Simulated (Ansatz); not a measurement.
# Formation energy and levels of the substitutional impurity Cl_O in SiO2 (P3_221)

Charge states of Cl_O in SiO2 (P3_221), set against the band edges. Model: a cell of 72 host atoms with 1 O taken out and 1 Cl put in.

Method: place-levels on PBEsol runs: charge-transition levels and formation energies with image-charge correction and potential alignment at the atomic sites, in Ansatz 0.2.0.

**1. The structure**

The cell holds 72 atoms: 24 Si, 47 O and 1 Cl. Cell: a = 9.896 Å, b = 9.896 Å, c = 10.882 Å, α = 90.0°, β = 90.0°, γ = 120.0°. It derives from SiO2 (space group P3_221). Nearest the centre at fractional (0.294, 0.427, 0.441): Cl5 at 0.00 Å, Si11 at 1.62 Å, Si21 at 1.62 Å, O17 at 2.63 Å, O25 at 2.64 Å, O7 at 2.64 Å, O27 at 2.65 Å, O15 at 2.67 Å.

Structure file:

```xyz
72
Lattice="9.8960 0.0000 0.0000 -4.9480 8.5702 0.0000 0.0000 0.0000 10.8825" Properties=species:S:1:pos:R:3 pbc="T T T"
Si   -1.1637    2.0156    1.8137
Si    1.3103    2.2695    0.0000
Si    2.3274    0.0000    3.6275
O    -1.0931    3.1412    2.9807
Cl    0.7930    3.6611    4.7945
O     0.3002    1.7678    1.1670
O     1.3809    1.1438    4.2742
O     2.7742    2.5173    0.6467
O     3.2670    0.6239    2.4605
Si   -1.1637    2.0156    7.2550
Si    1.3103    2.2695    5.4412
Si    2.3274    0.0000    9.0687
O    -1.0931    3.1412    8.4220
O     0.7930    3.6611   10.2357
O     0.3002    1.7678    6.6082
O     1.3809    1.1438    9.7155
O     2.7742    2.5173    6.0880
O     3.2670    0.6239    7.9017
Si   -3.6377    6.3007    1.8137
Si   -1.1637    6.5546    0.0000
Si   -0.1466    4.2851    3.6275
O    -3.5671    7.4263    2.9807
O    -1.6810    7.9462    4.7945
O    -2.1738    6.0529    1.1670
O    -1.0931    5.4289    4.2742
O     0.3002    6.8024    0.6467
O     0.7930    4.9090    2.4605
Si   -3.6377    6.3007    7.2550
Si   -1.1637    6.5546    5.4412
Si   -0.1466    4.2851    9.0687
O    -3.5671    7.4263    8.4220
O    -1.6810    7.9462   10.2357
O    -2.1738    6.0529    6.6082
O    -1.0931    5.4289    9.7155
O     0.3002    6.8024    6.0880
O     0.7930    4.9090    7.9017
Si    3.7843    2.0156    1.8137
Si    6.2583    2.2695    0.0000
Si    7.2754    0.0000    3.6275
O     3.8549    3.1412    2.9807
O     5.7410    3.6611    4.7945
O     5.2481    1.7678    1.1670
O     6.3288    1.1438    4.2742
O     7.7221    2.5173    0.6467
O     8.2149    0.6239    2.4605
Si    3.7843    2.0156    7.2550
Si    6.2583    2.2695    5.4412
Si    7.2754    0.0000    9.0687
O     3.8549    3.1412    8.4220
O     5.7410    3.6611   10.2357
O     5.2481    1.7678    6.6082
O     6.3288    1.1438    9.7155
O     7.7221    2.5173    6.0880
O     8.2149    0.6239    7.9017
Si    1.3103    6.3007    1.8137
Si    3.7843    6.5546    0.0000
Si    4.8014    4.2851    3.6275
O     1.3809    7.4263    2.9807
O     3.2670    7.9462    4.7945
O     2.7742    6.0529    1.1670
O     3.8549    5.4289    4.2742
O     5.2481    6.8024    0.6467
O     5.7410    4.9090    2.4605
Si    1.3103    6.3007    7.2550
Si    3.7843    6.5546    5.4412
Si    4.8014    4.2851    9.0687
O     1.3809    7.4263    8.4220
O     3.2670    7.9462   10.2357
O     2.7742    6.0529    6.6082
O     3.8549    5.4289    9.7155
O     5.2481    6.8024    6.0880
O     5.7410    4.9090    7.9017
```

Screening for the image-charge correction: ε∞ = (2.49, 2.49, 2.52), ε0 = (4.62, 4.62, 4.85), computed on the host (DFPT, PBEsol).

The cell's shortest repeat is 9.9 Å.

**2. Charge states**

A transition level is the Fermi level at which two charge states cost the same, so each charge needs its own total energy, at its own relaxed structure.

Each atom starts 0.05 Å or so off its site in a random direction. Forces are taken at one point at (¼, ¼, ¼). The cell holds 1 electron fewer than the neutral one, with a uniform background that keeps it neutral on the whole.

The sampling was tested on the host first: at the k-points planned (1x1x1 shifted 0.25 0.25 0.25) its energy lies 0.000 eV an atom from the dense-mesh value, under the bound of 0.02 eV set for this test; that bounds the host's error, not the defect's.

One of the inputs; charge, spin and start change from state to state.

Input file qp1.relax/input.yaml:

```yaml
crystal:
  lattice:
    - [4.94798667, 0.0, 0.0]
    - [-2.47399333, 4.28508215, 0.0]
    - [0.0, 0.0, 5.44123921]
  atoms:
    - { symbol: Si, position: [0.0, 0.47037431, 0.33333333] }
    - { symbol: Si, position: [0.52962569, 0.52962569, 0.0] }
    - { symbol: Si, position: [0.47037431, 0.0, 0.66666667] }
    - { symbol: O, position: [0.1456078, 0.73306497, 0.54780649] }
    - { symbol: O, position: [0.58745717, 0.8543922, 0.88113982] }
    - { symbol: O, position: [0.26693503, 0.41254283, 0.21447315] }
    - { symbol: O, position: [0.41254283, 0.26693503, 0.78552685] }
    - { symbol: O, position: [0.8543922, 0.58745717, 0.11886018] }
    - { symbol: O, position: [0.73306497, 0.1456078, 0.45219351] }
  supercell: [2, 2, 2]
  defects: [{ substitution: { at: 4, symbol: Cl } }]
total_charge: 1
basis:
  ecutwfc: 420
  xc_grid: 2
hamiltonian:
  xc: pbesol
kpoints:
  mp_grid: { grid: [1, 1, 1], shift: [0.25, 0.25, 0.25] }
scf:
  occupations: { method: fixed }
  max_iter: 60
output:
  forces: true
  charged_corrections: { epsilon: [2.49, 2.49, 2.52], static_epsilon: [4.62, 4.62, 4.85] }
relax:
  f_tol: 0.02
  max_steps: 80
  random_displacement: { amplitude: 0.05, seed: 6291 }
checkpoint:
  write: "../qp1.relax.run"
  compress: false
  write_wavefunctions: true
  write_every: 100000
```

Started as:

```bash
$ ansatz run input.yaml --threads 8 --pin off --max-ram 22609MiB --backend cpu --events-out ev --progress --plain --runs-dir out
```

The relaxed structure is kept and the sampling changed to a 2×2×2 shifted mesh.

The run of this state that the levels use, under PBEsol:

Input file qp1.point/input.yaml:

```yaml
crystal:
  checkpoint: "../qp1.relax.run"
  host: checkpoint
total_charge: 1
basis:
  ecutwfc: 420
  xc_grid: 2
hamiltonian:
  xc: pbesol
kpoints:
  mp_grid: { grid: [2, 2, 2], shift: [0.5, 0.5, 0.5] }
scf:
  occupations: { method: fermi_dirac, width: 0.01 }
  max_iter: 60
output:
  forces: true
  eigenvalues: true
  charged_corrections:
    epsilon: [2.49, 2.49, 2.52]
    static_epsilon: [4.62, 4.62, 4.85]
    defect_position: [0.293451, 0.427731, 0.440576]
  eigenstates: { localisation: true }
  populations: true
  band_densities: [{ bands: [v1, v1] }, { bands: [c1, c1] }]
  write_density: true
  write_potential: true
  volumetric_format: npy
  elf: true
checkpoint:
  read: "../qp1.relax.run"
  write: "../qp1.point.run"
  compress: false
  write_wavefunctions: false
  write_every: 100000
```

Relaxations under PBEsol at one point at (¼, ¼, ¼); times on 8 threads of Arm Neoverse V2, shared host:

```csv
charge,moment (μB),occupations,outcome,steps,largest displacement against the far atoms (Å),time
0,1,fixed,converged,18,1.12,3.7 min
+1,0,fixed,converged,8,0.53,50 s
```

Single points under PBEsol at a 2×2×2 shifted mesh; times on 8 threads of Arm Neoverse V2, shared host:

```csv
charge,moment (μB),occupations,outcome,time
0,1,fermi-dirac,converged,96 s
+1,0,fermi-dirac,converged,41 s
```

Distances (Å) from Cl5 to the nearest atoms after relaxation with PBEsol:

```csv
charge,moment (μB),1.,2.,3.,4.,5.,6.
0,1,Si 2.05,Si 2.60,O 2.75,O 2.79,O 2.88,O 2.96
+1,0,Si 2.15,Si 2.18,O 2.77,O 2.85,O 2.89,O 2.99
```

**3. Levels against the band edges, PBEsol**

A charged cell interacts with its images and the background, and its potential has another zero than the host's. place-levels removes the first by a point-charge model, screened by the static dielectric constant since the ions have relaxed around the charge, and the second by comparing potentials at atoms far from the defect.

The host is a run of the defect-free crystal in the same cutoffs, grids and k-points, so that basis and sampling errors cancel in part in the differences. Its band edges come from a run of the primitive cell that searches the zone for them. The host is run in a cell of 18 atoms on a matching mesh. Chemical potentials are energies per atom of O (O2 molecule) and Cl (Cl2 molecule), run with the same functional and cutoff.

Input file levels.point.yaml:

```yaml
host:
  run: host.point.run
  levels_from: { run: edges.point.run }
states: [q0_M1.point.run, qp1.point.run]
geometry_from:
  q0_M1.point.run: q0_M1.relax.run
  qp1.point.run: qp1.relax.run
  host.point.run: host.relax.run
chemical_potentials:
  O:
    energy: -558.282649
    dataset: "<sha256 of the dataset>"
  Cl:
    energy: -1060.711994
    dataset: "<sha256 of the dataset>"
epsilon: [2.49, 2.49, 2.52]
static_epsilon: [4.62, 4.62, 4.85]
vertical:
  - { from: qp1.point.run, to: qp1.point_neutral.run }
```

Started as:

```bash
$ ansatz place-levels levels.point.yaml -- --threads 8 --pin off --max-ram 22609MiB
```

Numbers of over 12 decimals in the logs are rounded to 6 here.

Output:

```text
[... repeated set-up lines and file paths are left out, and long positions are rounded to six places ...]
(+1/0) 4.612 eV above the valence edge, 1.110 eV under the conduction edge
formation energy of charge +1: +1.373 eV with the Fermi level at the valence edge
formation energy of charge 0: +5.985 eV with the Fermi level at the valence edge
vertical +1 to 0: no energy, since no alignment is typed
  the change from vertical[0].from (qp1.point.run) to vertical[0].to (qp1.point_neutral.run): by its potential at epsilon [2.49, 2.49, 2.52] it stands at 0.259 0.400 0.420, with an rms radius of about 4.6 Å (2.2 2.9 2.9 Å across the planes of the cell's [...]
  edges by pbesol of host.levels_from (edges.point.run), its mesh sampled to repeats of 27.21 Å (the valence edge +0.040 eV and the conduction edge -0.390 eV from those of the host's own run), gap 5.721 eV; the host is sampled to repeats of 19.79 Å
  the defect's cells are sampled to repeats of 19.79 Å, like sampling
  charge +1: -42422.0665 eV with its correction of +0.538 eV, at epsilon [4.62, 4.62, 4.85], aligned at sites: +0.0904 eV, mean over 36 atomic sites at or beyond 4.95 Å from the host's site at [0.2937, 0.4272, 0.4406] by the defect at [0.2935, 0.4277, [...]
  charge 0: +0.000 eV for its dipole among its images, +0.000 omitted
  of states[1] (qp1.point.run): it parts from the run at its places by a charge that spreads by about 2.9 Å along one vector (1.5 Å or more is wide), by its potential at epsilon [2.49, 2.49, 2.52], taken for that of held ions (one typed too small widens it), [...]
  of states[0] (q0_M1.point.run): its displacements don't fall off away from the defect: farther atoms stand 0.095 Å off the host's places. [...]
  of vertical[0].from (qp1.point.run): its displacements don't fall off away from the defect: farther atoms stand 0.066 Å off the host's places. [...]
  of vertical[0].to (qp1.point_neutral.run): its displacements don't fall off away from the defect: farther atoms stand 0.066 Å off the host's places. [...]
```

Wall time 0.19 s (8 threads of Arm Neoverse V2, shared host).

Levels between the charges placed, in eV above the valence top:

```csv
,gap (eV),(+1/0)
PBEsol,5.72,4.61
```

Corrections by state:

```csv
charge,moment (μB),image terms and alignment (eV),band filling (eV),ε used,"over the lowest of its charge, as the program ranks them, band filling apart (eV)"
+1,0.0,0.538,-,"principal values (4.62, 4.62, 4.85)",0.000
0,1.0,0.000,-,-,0.000
```

The charged structures listed were also run neutral, and place-levels reads from each pair, by the potential or the spins, how wide the charge is by which they differ; that can be the carrier of either run.

```csv
charge,rms radius (Å),spread where it is widest against the cell (Å),wide from (Å),reading
+1,4.6,2.86,1.48,wide
```

The neutral runs of these pairs need not share the spin of the lowest neutral state, and very wide values only mean spread over the cell.

From the program's caveats on the states, each cut to its opening words:

- charge +1: it parts from the run at its places by a charge that spreads by about 2.9 Å along one vector (1.5 Å or more is wide), by its potential at epsilon [2.49, 2.49, [...]
- charge +1: its displacements don't fall off away from the defect: farther atoms stand 0.066 Å off the host's places
- charge 0 (1 μB): its displacements don't fall off away from the defect: farther atoms stand 0.095 Å off the host's places
- charge 0 (1 μB): flagged: stability check not made

Chemical potentials of the elements' reference phases, run alike. Formation energy by charge state (elemental references; gap 5.72 eV):

```csv
charge,at valence top (eV),at conduction bottom (eV),correction included (eV)
+1,1.37,7.09,0.54
0,5.98,5.98,0.00
```

Fermi level (eV), lowest formation energy (eV) and a bar from the least value:
```
     0.00       1.37 
     0.52       1.89 ###
     1.04       2.41 #######
     1.56       2.93 ##########
     2.08       3.45 ##############
     2.60       3.97 #################
     3.12       4.50 ####################
     3.64       5.02 ########################
     4.16       5.54 ###########################
     4.68       5.98 ##############################
     5.20       5.98 ##############################
     5.72       5.98 ##############################
```

**4. The same at the relaxations' own k-points**

The relaxations' own energies give the levels at their sampling, for comparison.

Input file levels.relax_mesh.yaml:

```yaml
host:
  run: host.relax.run
  levels_from: { run: edges.relax.run }
states: [q0_M1.relax.run, qp1.relax.run]
chemical_potentials:
  O:
    energy: -558.282649
    dataset: "<sha256 of the dataset>"
  Cl:
    energy: -1060.711994
    dataset: "<sha256 of the dataset>"
```

Started as:

```bash
$ ansatz place-levels levels.relax_mesh.yaml -- --threads 8 --pin off --max-ram 22609MiB
```

Output:

```text
(+1/0) 4.615 eV above the valence edge, 1.107 eV under the conduction edge
formation energy of charge +1: +1.372 eV with the Fermi level at the valence edge
formation energy of charge 0: +5.987 eV with the Fermi level at the valence edge
  edges by pbesol of host.levels_from (edges.relax.run), its mesh sampled to repeats of 27.21 Å (the valence edge +0.052 eV and the conduction edge -0.810 eV from those of the host's own run), gap 5.721 eV; the host is sampled to repeats of 14.71 Å
[... the lines on each state left out ...]
```

Wall time 0.09 s (8 threads).

Levels between neighbouring charges, in eV above the valence top:

```csv
,gap (eV),(+1/0)
"one point at (¼, ¼, ¼)",5.72,4.61
a 2×2×2 shifted mesh,5.72,4.61
```

Going from one point at (¼, ¼, ¼) to a 2×2×2 shifted mesh moves the levels that carry no band-filling term by up to 0.00 eV and formation energies against the elements by up to 0.00 eV.

**5. Levels against the band edges, r2SCAN**

r2SCAN on the same structure is run to see how far the result rests on the functional, though not on the errors that semilocal functionals share; the sampling changes too, to one point at (¼, ¼, ¼), so differences hold both changes.

Input file qp1.r2scan/input.yaml:

```yaml
crystal:
  checkpoint: "../qp1.relax.run"
  host: checkpoint
total_charge: 1
basis:
  ecutwfc: 500
  xc_grid: 2
hamiltonian:
  xc: r2scan
kpoints:
  mp_grid: { grid: [1, 1, 1], shift: [0.25, 0.25, 0.25] }
scf:
  occupations: { method: fermi_dirac, width: 0.01 }
  max_iter: 60
output:
  forces: true
  eigenvalues: true
  charged_corrections:
    epsilon: [2.49, 2.49, 2.52]
    static_epsilon: [4.62, 4.62, 4.85]
    defect_position: [0.293451, 0.427731, 0.440576]
checkpoint:
  write: "../qp1.r2scan.run"
  compress: false
  write_wavefunctions: false
  write_every: 100000
```

Run time: 15 s. Hardware: 8 threads; peak memory 2.2 GiB.

Input file levels.r2scan.yaml:

```yaml
host:
  run: host.r2scan.run
  levels_from: { run: edges.r2scan.run }
states: [q0_M1.r2scan.run, qp1.r2scan.run]
geometry_from:
  q0_M1.r2scan.run: q0_M1.relax.run
  qp1.r2scan.run: qp1.relax.run
  host.r2scan.run: host.relax.run
chemical_potentials:
  O:
    energy: -565.983079
    dataset: "<sha256 of the dataset>"
  Cl:
    energy: -1083.517615
    dataset: "<sha256 of the dataset>"
```

Started as:

```bash
$ ansatz place-levels levels.r2scan.yaml -- --threads 8 --pin off --max-ram 22609MiB
```

Output:

```text
Error: geometry_from (host.relax.run): name the neutral relaxation on whose last places the host stands, to 0.0002 Å
```

Run time: 0.04 s. Hardware: 8 threads.

The program refused the input before any cycle.

The program's message: “Error: geometry_from (host.relax.run): name the neutral relaxation on whose last places the host stands, to 0.0002 Å”

**6. What a wrong or other choice does**

In this try the input is made faulty on purpose, to show what that does.

Another version of the file is tried.

levels.try0.yaml is levels.point.yaml with these lines changed:

```diff
+defect_position:
+  qp1.point.run: [0.5435, 0.6777, 0.6906]
```

Started as:

```bash
$ ansatz place-levels levels.try0.yaml -- --threads 8 --pin off --max-ram 22609MiB
```

Output:

```text
Error: states: the alignment at the far atoms does not stand for every charged run (states[1] (qp1.point.run): no potential alignment: what the cell's atoms and the host's sites leave over but for strayed atoms and the sites that these left (strays included: [...]
```

The change: the charge placed away from the defect.

The command refused this file.

**7. Summary of results**

```yaml
gap_of_the_host: 5.72 eV (PBEsol)
level_plus_1_over_0: 4.61 eV above the valence top
lowest_of_the_charges_placed_just_above_the_valence_top_0p02_ev: +1
lowest_of_the_charges_placed_just_below_the_conduction_bottom_0p02_ev: 0
lowest_formation_energy_at_mid_gap_of_the_charges_run_elemental_references: 4.23 eV
```

In words: Of the charges placed (0 and +1), the lowest changes at 4.61 eV (+1/0) above the valence top, in a gap of 5.72 eV. Charges above +1 and below 0 were not placed, so these runs say nothing of levels that involve them. States placed: +1 at 0 μB; 0 at 1 μB. Other spin states or structures, where not listed, weren't placed. At charge 0 the atom put in ends up to 1.1 Å from its starting place, so the name tells the start alone and the levels can join different sites. Cl is taken at its element; compounds, which aren't counted here, bound the chemical potentials and would shift these formation energies. Going from one point at (¼, ¼, ¼) to a 2×2×2 shifted mesh moves the levels that carry no band-filling term by up to 0.00 eV and formation energies against the elements by up to 0.00 eV. What this leaves open: PBEsol makes the gap too small and tends to spread out bound carriers; where a gas molecule sets a chemical potential or the host's formation energy, its binding is uncorrected.

[Logs are printed without paths, hosts, clocks, repeated set-up lines and the standing remarks that a program may print on its own settings, such as how far it seeks lower states.]

[Hosts, paths, dates, database ids (printed as entryN), source tags and the programs' standing remarks are cut or masked in the printed files.]

[Where a table of states has a column of steps, it counts the stored structures, which are thinned; the runs took as many ionic steps or more.]

[A defect's name tells the site on which it was built; relaxed atoms can leave that site.]

[For some hosts the program warned that the k-mesh of the response run may be too coarse for force constants and the static dielectric constant; such warnings are not shown here.]
